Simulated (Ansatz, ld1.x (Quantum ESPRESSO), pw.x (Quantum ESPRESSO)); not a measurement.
## iridium (Ir): does the TM potential hold in the solid?

```json
{"Element": "Ir (Z = 77)", "Generator": "ld1.x (Quantum ESPRESSO) 7.5", "Type": "norm-conserving Troullier–Martins (Kleinman–Bylander form)", "Functional": "PBE", "Relativity": "scalar-relativistic", "Frozen core": "[Xe] 4f14", "Valence charge": "9", "Reference configuration": "5d7 6s2 6p0", "Partial waves": "6p (bound, empty): rc 3.75 bohr; 5d (bound): rc 1.60 bohr; 6s (bound): rc 2.35 bohr", "Local potential": "the s channel", "Core correction": "a·sin(br)/r model core inside 1.05 bohr"}
```

Atomic tests: cutoffs needed: 40 Ry and 60 Ry (the cutoffs (Ry, on a coarse ladder) from which the occupation-weighted sum of valence levels, in a spherical-Bessel basis at the reference potential, stays within 10 and 1 mRy of its value at 400 Ry); ghost test: no extra level below or beside the all-electron valence levels (p, d, s, f tested) (spherical-Bessel basis up to 400 Ry, 20 bohr box); largest excitation error: -165 meV (all-electron minus pseudo) for 5d6 6s0 6p0, out of 7 test configurations.

Crystal test: bcc Ir in pw.x 7.5, no spin, 15³ k-points, Fermi–Dirac smearing 0.01 Ry, cutoffs 75/300 Ry. The reference is all-electron LAPW (Ansatz 0.2.0) with the same functional, mesh and smearing; V0 and B0 come from Birch–Murnaghan fits to the pressures at five volumes. Errors are pseudo minus all-electron; Δ is the rms difference of the E(V) curves that follow from these fits, minima aligned, over ±6 % about the mean V0. Mesh and smearing are coarse, so the numbers serve the comparison and aren't converged zero-temperature values; the lattice is a test structure that the element need not adopt.

All-electron: a0 = 3.113 Å (V0 = 15.09 Å³/atom), B0 = 303.1 GPa.

**Question.** How far does the potential miss the all-electron equation of state?

**Answer.** mean pressure error (GPa): +13.27; a0 (Å): 3.155; a0 error (%): +1.35; B0 error (%): -1.8; Δ (meV/atom): 41.2. The largest radius (3.75 bohr) exceeds half the bond length (2.55 bohr), so the spheres overlap, which is one possible source of error among others. This is a poor potential for the solid.

```csv
V (Å³/atom),P all-electron (GPa),P pseudo (GPa)
14.401,15.87,32.49
14.780,6.56,21.26
15.159,-1.43,11.61
15.538,-8.29,3.33
15.917,-14.17,-3.82
```

**Question.** At the middle volume, how do free energy and pressure move when the wave cutoff is lowered (ecutrho kept at four times it)?

**Answer.**

```
cutoff (Ry)  shift of F (meV/atom)  shift of P (GPa)
         34                 +252.9            -21.11
         45                  +25.8             +0.26
         60                   +8.6             +0.47
```

The run at the middle volume (120 k-points, 6 iterations) took about 15 s on one core of a shared host (Neoverse-V1, 32 threads, 247 GiB, load 27).
